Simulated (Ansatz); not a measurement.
Wanted: the native input for an Ansatz 0.2.0 run.

* Task: band structure
* Functional: PBEsol
* Potentials or basis: Ansatz PAW
* Cutoff: 420 eV (not typed: the program's choice for these potentials)
* k mesh: 10 × 10 × 10
* Occupations: fermi-dirac, width 0.05 eV
* Spin: no spin polarisation
* Path: [["G", "X", "W", "K", "G", "L", "U", "W", "L", "K"], ["U", "X"]]
* Points for each segment of the path: 14

Crystal: BAs.

```
As B
1.0
     0.00000    2.38850    2.38850
     2.38850    0.00000    2.38850
     2.38850    2.38850    0.00000
As B
1 1
Direct
  0.75000 0.75000 0.75000
  0.00000 0.00000 0.00000
```

These files were run (other wordings do the same):

input.yaml

```yaml
crystal:
  lattice:
    - [0.0, 2.3885, 2.3885]
    - [2.3885, 0.0, 2.3885]
    - [2.3885, 2.3885, 0.0]
  atoms:
    - { symbol: As, position: [0.75, 0.75, 0.75] }
    - { symbol: B, position: [0.0, 0.0, 0.0] }
hamiltonian:
  xc: pbesol
  pseudopotentials: { kind: paw }
kpoints:
  mp_grid: { grid: [10, 10, 10] }
  band_path:
    path:
      - [[0.0, 0.0, 0.0], [0.5, 0.0, 0.5], [0.5, 0.25, 0.75], [0.375, 0.375, 0.75], [0.0, 0.0, 0.0], [0.5, 0.5, 0.5], [0.625, 0.25, 0.625], [0.5, 0.25, 0.75], [0.5, 0.5, 0.5], [0.375, 0.375, 0.75]]
      - [[0.625, 0.25, 0.625], [0.5, 0.0, 0.5]]
    npoints: 14
scf:
  occupations: { method: fermi_dirac, width: 0.05 }
  n_extra_bands: 6
output:
  forces: true
  stress: true
  eigenvalues: true
  fatbands: false
```

Potentials or basis: Ansatz PAW.

Launch:

```bash
$ ansatz run input.yaml --threads 2 --pin off --max-ram 5120MiB --backend cpu --events-out ev --progress --plain --runs-dir out
```

It gave:

| Item | Value |
| --- | --- |
| Pressure | -0.8 GPa |
| Band gap on the k mesh | 1.09 eV, indirect (least direct gap 3.24 eV) |
| Band gap along the path | 1.09 eV, indirect (least direct gap 3.24 eV) |

Caveat: the PAW data sets come from PBE, with cores solved anew for the run's functional, which leaves a small shift of forces and pressure.

It took 1.8 s on 2 threads of AMD EPYC 7B13 (Zen 3), with other jobs on the host, peak memory 0.36 GiB.
